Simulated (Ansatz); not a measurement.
Starting structure of a cell relaxation (symmetry kept):

```
Hg Te
1.0
     0.00000    3.01984    3.01984
     3.01984    0.00000    3.01984
     3.01984    3.01984    0.00000
Hg Te
1 1
Cartesian
  0.0000 0.0000 0.0000
  3.0198 3.0198 3.0198
```

These are results of DFT PBE+D3(BJ), scalar-relativistic, plane waves, PAW in Ansatz, not measurements.

Settings: cutoff 420 eV, Γ-centred mesh 12×12×12 on the computed 2-atom cell, Gaussian smearing of 0.10 eV; no spin polarisation.

Problem. What does it relax to?

Solution. The volume is unchanged to within 0.01 Å³/atom to 27.54 Å³/atom, and the energy changes by under 0.1 meV/atom. Final structure:
```cif
data_structure
_symmetry_space_group_name_H-M 'P 1'
_symmetry_Int_Tables_number 1
_cell_length_a 4.2707
_cell_length_b 4.2707
_cell_length_c 4.2707
_cell_angle_alpha 60.000
_cell_angle_beta 60.000
_cell_angle_gamma 60.000
_cell_volume 55.08
loop_
_atom_site_label
_atom_site_type_symbol
_atom_site_fract_x
_atom_site_fract_y
_atom_site_fract_z
_atom_site_occupancy
Hg1 Hg 0.00000 0.00000 0.00000 1
Te1 Te 0.50000 0.50000 0.50000 1
```

Spin–orbit coupling is left out, which can shift energies with elements as heavy as these.

This rock-salt form isn't the usual stable structure of the compound.